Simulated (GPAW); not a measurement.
A run of GPAW 26.7.0 is set up as follows.

run.py

```python
import numpy as np
import spglib
from ase import Atoms
from ase.dft.bandgap import bandgap
from ase.io import read, write
from ase.units import GPa
from gpaw import GPAW, PW
from gpaw.spinorbit import soc_eigenstates

atoms = read('PbSe.cif')
cell, positions, numbers = spglib.find_primitive(
    (atoms.cell[:], atoms.get_scaled_positions(), atoms.numbers), symprec=1e-4)
atoms = Atoms(numbers, cell=cell, scaled_positions=positions, pbc=True)

calc = GPAW(mode=PW(600),
            xc='mBEEF',
            kpts={'size': (6, 6, 6), 'gamma': True},
            occupations={'name': 'fermi-dirac', 'width': 0.05},
            nbands=19,
            convergence={'density': 1e-05, 'energy': 1e-05},
            maxiter=150,
            txt='gpaw.txt')
atoms.calc = calc
energy = atoms.get_potential_energy()
forces = atoms.get_forces()
stress = atoms.get_stress()
calc.write('gs.gpw')
write('result.traj', atoms)
print(f'Energy: {energy:.6f} eV')
print('Forces (eV/A):')
print(forces.round(4))
print('Stress (GPa):', (stress / GPa).round(3))
print('Fermi level:', round(calc.get_fermi_level(), 4), 'eV')
print(f'Gap: {bandgap(calc)[0]:.4f} eV, direct: {bandgap(calc, direct=True)[0]:.4f} eV')

path = atoms.cell.bandpath('GXWKGLUWLK,UX', npoints=100, eps=1e-4)
bs_calc = calc.fixed_density(kpts=path, symmetry='off', nbands=31,
                             convergence={'bands': 'CBM+6.0', 'eigenstates': 1e-6}, txt='bands.txt')
bs = bs_calc.band_structure()
bs.write('bs.json')
print(f'Gap on the path: {bandgap(bs_calc)[0]:.4f} eV')

soc = soc_eigenstates(bs_calc, theta=90, phi=0, ignore_xc_potential=True)
np.savetxt('soc_bands.dat', soc.eigenvalues(), fmt='%.4f')
mesh = soc_eigenstates('gs.gpw', theta=90, phi=0, ignore_xc_potential=True)
np.savetxt('soc_mesh.dat', mesh.eigenvalues(), fmt='%.4f')
print('Fermi level with spin-orbit coupling:', round(mesh.fermi_level, 4), 'eV')
```

Contents of PbSe.cif:

```cif
data_PbSe
_cell_length_a 6.12130000
_cell_length_b 6.12130000
_cell_length_c 6.12130000
_cell_angle_alpha 90.00000000
_cell_angle_beta 90.00000000
_cell_angle_gamma 90.00000000
_space_group_name_H-M_alt 'Fm-3m'
_space_group_name_Hall '-F 4 2 3'
_space_group_IT_number 225
loop_
_space_group_symop_operation_xyz
'x,y,z'
'-x,-y,-z'
'-y,x,z'
'y,-x,-z'
'-x,-y,z'
'x,y,-z'
'y,-x,z'
'-y,x,-z'
'x,-y,-z'
'-x,y,z'
'-y,-x,-z'
'y,x,z'
'-x,y,-z'
'x,-y,z'
'y,x,-z'
'-y,-x,z'
'z,x,y'
'-z,-x,-y'
'z,-y,x'
'-z,y,-x'
'z,-x,-y'
'-z,x,y'
'z,y,-x'
'-z,-y,x'
'-z,x,-y'
'z,-x,y'
'-z,-y,-x'
'z,y,x'
'-z,-x,y'
'z,x,-y'
'-z,y,x'
'z,-y,-x'
'y,z,x'
'-y,-z,-x'
'x,z,-y'
'-x,-z,y'
'-y,z,-x'
'y,-z,x'
'-x,z,y'
'x,-z,-y'
'-y,-z,x'
'y,z,-x'
'-x,-z,-y'
'x,z,y'
'y,-z,-x'
'-y,z,x'
'x,-z,y'
'-x,z,-y'
'x,y+1/2,z+1/2'
'-x,-y+1/2,-z+1/2'
'-y,x+1/2,z+1/2'
'y,-x+1/2,-z+1/2'
'-x,-y+1/2,z+1/2'
'x,y+1/2,-z+1/2'
'y,-x+1/2,z+1/2'
'-y,x+1/2,-z+1/2'
'x,-y+1/2,-z+1/2'
'-x,y+1/2,z+1/2'
'-y,-x+1/2,-z+1/2'
[... 41 lines left out ...]
'-x+1/2,-y,z+1/2'
'x+1/2,y,-z+1/2'
'y+1/2,-x,z+1/2'
'-y+1/2,x,-z+1/2'
'x+1/2,-y,-z+1/2'
'-x+1/2,y,z+1/2'
'-y+1/2,-x,-z+1/2'
'y+1/2,x,z+1/2'
'-x+1/2,y,-z+1/2'
'x+1/2,-y,z+1/2'
'y+1/2,x,-z+1/2'
'-y+1/2,-x,z+1/2'
'z+1/2,x,y+1/2'
'-z+1/2,-x,-y+1/2'
'z+1/2,-y,x+1/2'
'-z+1/2,y,-x+1/2'
'z+1/2,-x,-y+1/2'
'-z+1/2,x,y+1/2'
'z+1/2,y,-x+1/2'
'-z+1/2,-y,x+1/2'
'-z+1/2,x,-y+1/2'
'z+1/2,-x,y+1/2'
'-z+1/2,-y,-x+1/2'
'z+1/2,y,x+1/2'
'-z+1/2,-x,y+1/2'
'z+1/2,x,-y+1/2'
'-z+1/2,y,x+1/2'
'z+1/2,-y,-x+1/2'
'y+1/2,z,x+1/2'
'-y+1/2,-z,-x+1/2'
'x+1/2,z,-y+1/2'
'-x+1/2,-z,y+1/2'
'-y+1/2,z,-x+1/2'
'y+1/2,-z,x+1/2'
'-x+1/2,z,y+1/2'
'x+1/2,-z,-y+1/2'
'-y+1/2,-z,x+1/2'
'y+1/2,z,-x+1/2'
'-x+1/2,-z,-y+1/2'
'x+1/2,z,y+1/2'
'y+1/2,-z,-x+1/2'
'-y+1/2,z,x+1/2'
'x+1/2,-z,y+1/2'
'-x+1/2,z,-y+1/2'
'x+1/2,y+1/2,z'
'-x+1/2,-y+1/2,-z'
'-y+1/2,x+1/2,z'
'y+1/2,-x+1/2,-z'
'-x+1/2,-y+1/2,z'
'x+1/2,y+1/2,-z'
'y+1/2,-x+1/2,z'
'-y+1/2,x+1/2,-z'
'x+1/2,-y+1/2,-z'
'-x+1/2,y+1/2,z'
'-y+1/2,-x+1/2,-z'
'y+1/2,x+1/2,z'
'-x+1/2,y+1/2,-z'
'x+1/2,-y+1/2,z'
'y+1/2,x+1/2,-z'
'-y+1/2,-x+1/2,z'
'z+1/2,x+1/2,y'
'-z+1/2,-x+1/2,-y'
'z+1/2,-y+1/2,x'
'-z+1/2,y+1/2,-x'
'z+1/2,-x+1/2,-y'
'-z+1/2,x+1/2,y'
'z+1/2,y+1/2,-x'
'-z+1/2,-y+1/2,x'
'-z+1/2,x+1/2,-y'
'z+1/2,-x+1/2,y'
'-z+1/2,-y+1/2,-x'
'z+1/2,y+1/2,x'
'-z+1/2,-x+1/2,y'
'z+1/2,x+1/2,-y'
'-z+1/2,y+1/2,x'
'z+1/2,-y+1/2,-x'
'y+1/2,z+1/2,x'
'-y+1/2,-z+1/2,-x'
'x+1/2,z+1/2,-y'
'-x+1/2,-z+1/2,y'
'-y+1/2,z+1/2,-x'
'y+1/2,-z+1/2,x'
'-x+1/2,z+1/2,y'
'x+1/2,-z+1/2,-y'
'-y+1/2,-z+1/2,x'
'y+1/2,z+1/2,-x'
'-x+1/2,-z+1/2,-y'
'x+1/2,z+1/2,y'
'y+1/2,-z+1/2,-x'
'-y+1/2,z+1/2,x'
'x+1/2,-z+1/2,y'
'-x+1/2,z+1/2,-y'
loop_
_atom_site_label
_atom_site_type_symbol
_atom_site_symmetry_multiplicity
_atom_site_Wyckoff_symbol
_atom_site_fract_x
_atom_site_fract_y
_atom_site_fract_z
_atom_site_occupancy
Pb1 Pb 4 a 0.0000000000 0.0000000000 0.0000000000 1
Se1 Se 4 b 0.5000000000 0.0000000000 0.0000000000 1
```

Potentials or basis: GPAW PAW data sets (gpaw-data 1.2.1), pw.

The run is started by

```console
$ OMP_NUM_THREADS=1 python run.py
```

Q: Predict the band gap on the k mesh.

A: 0.25 eV, direct.

Q: Predict the pressure.

A: 1.1 GPa.

Levels at the corners of the path, in eV from the valence-band top:
```csv
point,band 17,band 18,band 19,band 20,band 21,band 22,band 23,band 24
Γ,-1.58,-1.58,-1.58,-1.58,3.08,3.08,6.09,6.09
X,-3.46,-3.46,-2.88,-2.88,4.62,4.62,4.70,4.70
W,-3.97,-3.97,-0.63,-0.63,1.97,1.97,5.46,5.46
K,-2.78,-2.78,-2.10,-2.10,3.25,3.26,4.71,4.71
Γ,-1.58,-1.58,-1.58,-1.58,3.08,3.08,6.09,6.09
L,-1.25,-1.25,0.00,0.00,0.32,0.32,1.90,1.90
U,-2.78,-2.78,-2.10,-2.10,3.25,3.26,4.71,4.71
W,-3.97,-3.97,-0.63,-0.63,1.97,1.97,5.46,5.46
L,-1.25,-1.25,0.00,0.00,0.32,0.32,1.90,1.90
K,-2.78,-2.78,-2.10,-2.10,3.25,3.26,4.71,4.71
U,-2.78,-2.78,-2.10,-2.10,3.25,3.26,4.71,4.71
X,-3.46,-3.46,-2.88,-2.88,4.62,4.62,4.70,4.70
```

Caveat: spin-orbit coupling was added after a scalar SCF, so levels and gaps hold it while energy, forces, pressure and moments don't; this program's spin-orbit splittings come out too wide for heavy elements; the PAW data sets were made with another functional, which shifts forces and pressure a little.

**The experiment to reproduce.**

From a printed reference work, monograph, for a bulk crystal of PbSe at 4.2 K: band gap 0.15 eV (direct).

A measured gap of PbSe is 0.15 eV (direct; 4.2 K; a printed reference work, monograph); the calculated 0.25 eV misses it by +0.10 eV. 2 values of this kind are on record (0.15 to 0.28 eV); this one was drawn at random. The value is that of mBEEF on a finite k mesh, which can miss the band edges, without temperature or zero-point motion.
